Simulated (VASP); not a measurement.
VASP 6.6.1, PBEsol single-point calculation, SiO2 (rutile)

INCAR

```
PREC = Accurate
LASPH = .TRUE.
NELM = 120
GGA = PS
LCHARG = .TRUE.
NSW = 0
SIGMA = 0.01
LREAL = .FALSE.
ENCUT = 520
LWAVE = .FALSE.
IBRION = -1
EDIFF = 1E-7
ISMEAR = 0
ISIF = 2
NBANDS = 25
LELF = .TRUE.
```

KPOINTS

```
KPOINTS created by Atomic Simulation Environment
0
Gamma
6 6 10
0 0 0
```

KPOINTS_OPT

```
special points
6
Reciprocal
0.0000000000 0.0000000000 0.0000000000 1
0.0000000000 0.5000000000 0.0000000000 1
0.5000000000 0.5000000000 0.0000000000 1
0.0000000000 0.0000000000 0.5000000000 1
0.0000000000 0.5000000000 0.5000000000 1
0.5000000000 0.5000000000 0.5000000000 1
```

POSCAR

```
Si O
 1.0000000000000000
     4.1851888035665503    0.0000000000000000   -0.0000000000000000
    -0.0000000000000000    4.1851888035665503   -0.0000000000000000
    -0.0000000000000000   -0.0000000000000000    2.6688398892931899
 Si  O
   2   4
Cartesian
  0.0000000000000000  0.0000000000000000  0.0000000000000000
  2.0925944017832747  2.0925944017832747  1.3344199446465950
  1.2810905169717908  1.2810905169717908 -0.0000000000000000
  0.8115038848114841  3.3736849187550662  1.3344199446465950
  3.3736849187550662  0.8115038848114841  1.3344199446465950
  2.9040982865947589  2.9040982865947589 -0.0000000000000000
```

VASP ran with the recommended PBE PAW datasets (32 valence electrons in the cell).

Command

```
mpirun -np 1 vasp_std
```

OSZICAR

```
N       E                     dE             d eps       ncg     rms          rms(c)
DAV:   1     0.134680651327E+03    0.13468E+03   -0.17697E+04  3016   0.124E+03
DAV:   2    -0.460981026012E+02   -0.18078E+03   -0.17314E+03  3834   0.278E+02
DAV:   3    -0.531460715472E+02   -0.70480E+01   -0.70147E+01  3971   0.521E+01
DAV:   4    -0.531912029903E+02   -0.45131E-01   -0.45115E-01  3538   0.485E+00
DAV:   5    -0.531915497574E+02   -0.34677E-03   -0.34670E-03  4048   0.406E-01    0.171E+01
DAV:   6    -0.490026720764E+02    0.41889E+01   -0.11571E+01  3819   0.227E+01    0.817E+00
DAV:   7    -0.489879563086E+02    0.14716E-01   -0.63490E-01  3767   0.464E+00    0.298E+00
DAV:   8    -0.489791402145E+02    0.88161E-02   -0.23953E-02  3789   0.134E+00    0.996E-01
DAV:   9    -0.489791929726E+02   -0.52758E-04   -0.54962E-03  3923   0.620E-01    0.252E-01
DAV:  10    -0.489792818064E+02   -0.88834E-04   -0.25609E-04  3723   0.118E-01    0.441E-02
DAV:  11    -0.489792756950E+02    0.61115E-05   -0.38634E-05  3933   0.446E-02    0.945E-03
DAV:  12    -0.489792756752E+02    0.19791E-07   -0.26336E-06  3613   0.121E-02    0.239E-03
DAV:  13    -0.489792757762E+02   -0.10103E-06   -0.23354E-07  3549   0.341E-03    0.275E-03
DAV:  14    -0.489792757602E+02    0.16038E-07   -0.72835E-09  2324   0.586E-04
   1 F= -.48979276E+02 E0= -.48979276E+02  d E =-.182223E-15
       N       E                     dE             ncg
DAV:   1     0.422203883638E+04   -0.47177E+04      300
DAV:   2     0.319104226258E+04   -0.10310E+04      388
DAV:   3     0.314951687717E+04   -0.41525E+02      391
DAV:   4     0.314922579708E+04   -0.29108E+00      366
DAV:   5     0.314922322972E+04   -0.25674E-02      392
DAV:   6     0.314922318726E+04   -0.42466E-04      398
DAV:   7     0.314922318630E+04   -0.95635E-06      375
DAV:   8     0.314922318628E+04   -0.24219E-07      294
```

From OUTCAR

```
k-points           NKPTS =     60   k-points in BZ     NKDIM =     60   number of bands    NBANDS=     25

   NELECT =      32.0000    total number of electrons

   dimension x,y,z NGX =    32 NGY =   32 NGZ =   20
   dimension x,y,z NGXF=    64 NGYF=   64 NGZF=   40

  energy-cutoff  :      520.00
  volume of cell :       46.75
      direct lattice vectors                 reciprocal lattice vectors
     4.185188804  0.000000000  0.000000000     0.238937847  0.000000000  0.000000000
     0.000000000  4.185188804  0.000000000     0.000000000  0.238937847  0.000000000
     0.000000000  0.000000000  2.668839889     0.000000000  0.000000000  0.374694639

 k-points in reciprocal lattice and weights: KPOINTS created by Atomic Simulation Env
   0.00000000  0.00000000  0.00000000       0.003
   0.16666667  0.00000000  0.00000000       0.011
   0.33333333  0.00000000  0.00000000       0.011
   0.50000000  0.00000000  0.00000000       0.006
   0.16666667  0.16666667  0.00000000       0.011
   0.33333333  0.16666667  0.00000000       0.022
   0.50000000  0.16666667  0.00000000       0.011
   0.33333333  0.33333333  0.00000000       0.011
   ...

 E-fermi :   8.1644

 k-point     1 :       0.0000    0.0000    0.0000
  band No.  band energies     occupation
      1     -14.4223      2.00000
      2     -10.7515      2.00000
      3     -10.7515      2.00000
      4     -10.5256      2.00000
      5      -2.7953      2.00000
      6       1.6286      2.00000
      7       1.6286      2.00000
      8       1.7846      2.00000
      9       2.6958      2.00000
     10       2.9708      2.00000
     11       4.9653      2.00000
     12       4.9653      2.00000
     13       5.5859      2.00000
     14       7.2286      2.00000
     15       7.2286      2.00000
     16       8.1142      2.00000
     17      13.6249      0.00000
     18      14.6378      0.00000
     19      16.4458      0.00000
     20      16.4458      0.00000
     21      18.9768      0.00000
     22      19.6435      0.00000
     23      22.2263      0.00000
     24      22.2263      0.00000
     25      23.7228      0.00000

 k-point     2 :       0.1667    0.0000    0.0000
  band No.  band energies     occupation
      1     -14.2762      2.00000
      2     -11.4286      2.00000
      3     -10.6770      2.00000
      4     -10.1583      2.00000
      5      -2.6032      2.00000
      6       0.8807      2.00000
      7       1.6800      2.00000
      8       2.3310      2.00000
      9       2.8059      2.00000
     10       3.5534      2.00000
     11       4.7035      2.00000
     12       5.0284      2.00000
     13       5.6304      2.00000
     14       6.6321      2.00000
     15       7.1784      2.00000
     16       7.8935      2.00000
     17      14.0672      0.00000
     18      14.8853      0.00000
     19      16.4977      0.00000
     20      16.5309      0.00000
     21      19.4272      0.00000
     22      19.8660      0.00000
     23      21.4682      0.00000
     24      21.6405      0.00000
     25      23.4933      0.00000

 k-point     3 :       0.3333    0.0000    0.0000
  band No.  band energies     occupation
      1     -13.8489      2.00000
      2     -12.3283      2.00000
      3     -10.4774      2.00000
      4     -10.0644      2.00000
      5      -2.0713      2.00000
      6      -0.2477      2.00000
      7       2.3622      2.00000
      8       3.1227      2.00000
      9       3.2724      2.00000
     10       4.0734      2.00000
     11       4.1724      2.00000
     12       5.1978      2.00000
     13       5.3218      2.00000
     14       5.5875      2.00000
     15       7.0609      2.00000
     16       7.3709      2.00000
     17      14.9947      0.00000
     18      15.5016      0.00000
     19      16.7158      0.00000
     20      16.8695      0.00000
     21      19.3052      0.00000
     22      20.0490      0.00000
     23      20.5095      0.00000
     24      21.8123      0.00000
     25      22.8971      0.00000

 k-point     4 :       0.5000    0.0000    0.0000
  band No.  band energies     occupation
      1     -13.1759      2.00000
      2     -13.1759      2.00000
      3     -10.2280      2.00000
      4     -10.2280      2.00000
      5      -1.2678      2.00000
      6      -1.2678      2.00000
      7       3.5238      2.00000
      8       3.5238      2.00000
      9       3.6039      2.00000
     10       3.6039      2.00000
     11       4.1974      2.00000
     12       4.1974      2.00000
     13       5.4145      2.00000
     14       5.4145      2.00000
     15       7.0303      2.00000
     16       7.0303      2.00000
     17      15.7374      0.00000
     18      15.7374      0.00000
     19      17.0170      0.00000
     20      17.0170      0.00000
     21      18.9789      0.00000
     22      18.9789      0.00000
     23      21.5184      0.00000
     24      21.5184      0.00000
     25      22.8441      0.00000

 k-point     5 :       0.1667    0.1667    0.0000
  band No.  band energies     occupation
      1     -14.1339      2.00000
      2     -11.6180      2.00000
      3     -10.8494      2.00000
      4     -10.0573      2.00000
      5      -2.3822      2.00000
      6       0.7942      2.00000
      7       1.5262      2.00000
      8       2.6150      2.00000
      9       2.9135      2.00000
     10       3.8937      2.00000
     11       4.6445      2.00000
     12       4.9322      2.00000
     13       5.6282      2.00000
     14       6.2790      2.00000
     15       6.9669      2.00000
     16       7.7095      2.00000
     17      14.3477      0.00000
     18      15.1436      0.00000
     19      16.3463      0.00000
     20      16.9457      0.00000
     21      19.7047      0.00000
     22      20.0963      0.00000
     23      20.8948      0.00000
     24      21.4541      0.00000
     25      23.4257      0.00000

 k-point     6 :       0.3333    0.1667    0.0000
  band No.  band energies     occupation
      1     -13.7193      2.00000
      2     -12.2960      2.00000
      3     -10.7350      2.00000
      4     -10.1423      2.00000
      5      -1.7930      2.00000
      6      -0.0096      2.00000
      7       2.1119      2.00000
      8       3.2220      2.00000
      9       3.4456      2.00000
     10       4.0778      2.00000
     11       4.2201      2.00000
     12       5.0561      2.00000
     13       5.2975      2.00000
     14       5.5211      2.00000
     15       6.7812      2.00000
     16       7.2407      2.00000
     17      14.9608      0.00000
     18      15.6727      0.00000
     19      16.6965      0.00000
     20      17.3157      0.00000
     21      19.3720      0.00000
     22      20.2890      0.00000
     23      20.7531      0.00000
     24      21.6183      0.00000
     25      23.0025      0.00000

 k-point     7 :       0.5000    0.1667    0.0000
  band No.  band energies     occupation
      1     -13.0753      2.00000
      2     -13.0753      2.00000
      3     -10.4287      2.00000
      4     -10.4287      2.00000
      5      -0.9652      2.00000
      6      -0.9652      2.00000
      7       3.2214      2.00000
      8       3.2214      2.00000
      9       3.6862      2.00000
     10       3.6862      2.00000
     11       4.4193      2.00000
     12       4.4193      2.00000
     13       5.2988      2.00000
     14       5.2988      2.00000
     15       6.8441      2.00000
     16       6.8441      2.00000
     17      15.6122      0.00000
     18      15.6122      0.00000
     19      17.2598      0.00000
     20      17.2598      0.00000
     21      19.3758      0.00000
     22      19.3758      0.00000
     23      21.7499      0.00000
     24      21.7499      0.00000
     25      22.4255      0.00000

 k-point     8 :       0.3333    0.3333    0.0000
  band No.  band energies     occupation
      1     -13.3510      2.00000
      2     -12.3769      2.00000
      3     -11.0359      2.00000
      4     -10.4599      2.00000
      5      -1.0947      2.00000
      6       0.2794      2.00000
      7       1.8682      2.00000
      8       3.5019      2.00000
      9       3.5603      2.00000
     10       4.0723      2.00000
     11       4.2210      2.00000
     12       4.8668      2.00000
     13       5.3092      2.00000
     14       5.3783      2.00000
     15       6.2697      2.00000
     16       6.8265      2.00000
     17      15.0891      0.00000
     18      15.7476      0.00000
     19      17.1998      0.00000
     20      17.7934      0.00000
     21      19.5861      0.00000
     22      20.8621      0.00000
     23      21.3456      0.00000
     24      21.4172      0.00000
     25      22.6039      0.00000

 ...

  Total        0.7915272      0.7915272      1.4062714     -0.0000000      0.0000000      0.0000000
  in kB       27.1283749     27.1283749     48.1977867     -0.0000000      0.0000000      0.0000000
  external PRESSURE =      34.1515122 kB  Pullay stress =       0.0000000 kB

 POSITION                                       TOTAL-FORCE (eV/Angst)
 -----------------------------------------------------------------------------------
      0.00000      0.00000      0.00000        -0.000000      0.000000      0.000000
      2.09259      2.09259      1.33442        -0.000000      0.000000      0.000000
      1.28109      1.28109      0.00000        -0.064530     -0.064530      0.000000
      0.81150      3.37368      1.33442         0.064530     -0.064530      0.000000
      3.37368      0.81150      1.33442        -0.064530      0.064530     -0.000000
      2.90410      2.90410      0.00000         0.064530      0.064530     -0.000000
 -----------------------------------------------------------------------------------
    total drift:                                0.000000     -0.000000      0.000000

  FREE ENERGIE OF THE ION-ELECTRON SYSTEM (eV)
  ---------------------------------------------------
  free  energy   TOTEN  =       -48.9792757602 eV

  energy  without entropy=      -48.9792757602  energy(sigma->0) =      -48.97927576
```

```json
{
  "gap between bands v and c": "5.51 eV",
  "least direct gap": "5.51 eV",
  "pressure": "3.4 GPa",
  "largest force": "0.09 eV/Å"
}
```

Band v is the last that the valence electrons fill when counted band by band, and c is the next.

The run took about 40 s on one core of a shared host (Intel Xeon Platinum 8488C) and held 0.22 GiB at most.
